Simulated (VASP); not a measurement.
# ZnO: relaxed cell and band gap, by functional

ZnO, P6_3mc (no. 186), 4 atoms in the cell.

| Functional | Volume (Å³/atom) | Change from the starting volume (fraction) | Gap, path and mesh (eV) | Time (s) |
|---|---|---|---|---|
| RPBE | 12.83 | 0.078 | 0.77 | 140 |
| revPBE | 12.71 | 0.068 | 0.75 | 128 |
| AM05 | 11.91 | 0.001 | 0.80 | 132 |
| PW91 | 12.34 | 0.037 | 0.75 | 114 |
| optPBE exchange with PBE correlation | 12.31 | 0.034 | 0.70 | 123 |
| optB88 exchange with PBE correlation | 12.05 | 0.013 | 0.70 | 126 |
| optB86b exchange with PBE correlation | 11.92 | 0.002 | 0.64 | 126 |
| PW86R exchange with PBE correlation | 12.73 | 0.070 | 0.65 | 141 |
| CX exchange with PBE correlation | 11.79 | -0.010 | 0.62 | 111 |

## Input of the first row

INCAR.step1:
```
SYSTEM = ZnO
ALGO     = Normal         ! electronic algorithm
EDIFF    = 1E-7           ! SCF threshold, eV
EDIFFG   = -0.005         ! ionic threshold
ENCUT    = 600            ! plane-wave cutoff, eV
GGA      = RP             ! functional
GGA_COMPAT= .False.      
IBRION   = 2              ! ionic algorithm
ISIF     = 3              ! what is computed and relaxed
ISMEAR   = 0              ! smearing method
KPAR     = 2            
LASPH    = .True.         ! aspherical terms in the spheres
LCHARG   = .False.        ! write CHGCAR
LREAL    = .False.        ! projectors in reciprocal space
LWAVE    = .False.        ! write WAVECAR
NELM     = 150            ! most SCF steps
NSW      = 60             ! ionic steps
PREC     = Accurate       ! precision mode
SIGMA    = 0.02           ! smearing width, eV
```

INCAR.step2, as INCAR.step1 but for:
```
- NSW = 60
+ NSW = 40
```

INCAR.step3, as INCAR.step2 but for:
```
- EDIFFG = -0.005
- IBRION = 2
- ISIF = 3
- NSW = 40
+ ISIF = 2
+ NBANDS = 26
```

KPOINTS:
```
k-points
0
Gamma
  7 7 4
```

KPOINTS_OPT:
```
path GMKGALHA,LM,KH
8
line-mode
reciprocal
 0.0000000000  0.0000000000  0.0000000000  G
 0.5000000000  0.0000000000  0.0000000000  M

 0.5000000000  0.0000000000  0.0000000000  M
 0.3333333333  0.3333333333  0.0000000000  K

 0.3333333333  0.3333333333  0.0000000000  K
 0.0000000000  0.0000000000  0.0000000000  G

 0.0000000000  0.0000000000  0.0000000000  G
 0.0000000000  0.0000000000  0.5000000000  A

 0.0000000000  0.0000000000  0.5000000000  A
 0.5000000000  0.0000000000  0.5000000000  L

 0.5000000000  0.0000000000  0.5000000000  L
 0.3333333333  0.3333333333  0.5000000000  H

 0.3333333333  0.3333333333  0.5000000000  H
 0.0000000000  0.0000000000  0.5000000000  A

 0.5000000000  0.0000000000  0.5000000000  L
 0.5000000000  0.0000000000  0.0000000000  M

 0.3333333333  0.3333333333  0.0000000000  K
 0.3333333333  0.3333333333  0.5000000000  H
```

POSCAR.step1:
```
ZnO
1.0
    3.2493080000      0.0000000000      0.0000000000
   -1.6246540000      2.8139832727      0.0000000000
    0.0000000000      0.0000000000      5.2057090000
Zn O
2 2
Direct
    0.6666666667      0.3333333333      0.0000000000
    0.3333333333      0.6666666667      0.5000000000
    0.3333333333      0.6666666667      0.8790100000
    0.6666666667      0.3333333333      0.3790100000
```

Commands (each step's output is kept before the next begins):
```
cat potpaw_PBE.64/Zn/POTCAR potpaw_PBE.64/O/POTCAR > POTCAR
cp INCAR.step1 INCAR
cp POSCAR.step1 POSCAR
mpirun -np 2 vasp_std > vasp.out
cp CONTCAR POSCAR
rm WAVECAR CHG
cp INCAR.step2 INCAR
mpirun -np 2 vasp_std > vasp.out
cp CONTCAR POSCAR
rm WAVECAR CHG
cp INCAR.step3 INCAR
mpirun -np 2 vasp_std > vasp.out
```

Changes of the last row against the first:
```
(all steps)
- GGA = RP
+ GGA = CX
```

VASP 6.6.1 took 140 s on 2 cores (AMD EPYC 9R45 (Zen 5)), a shared host.
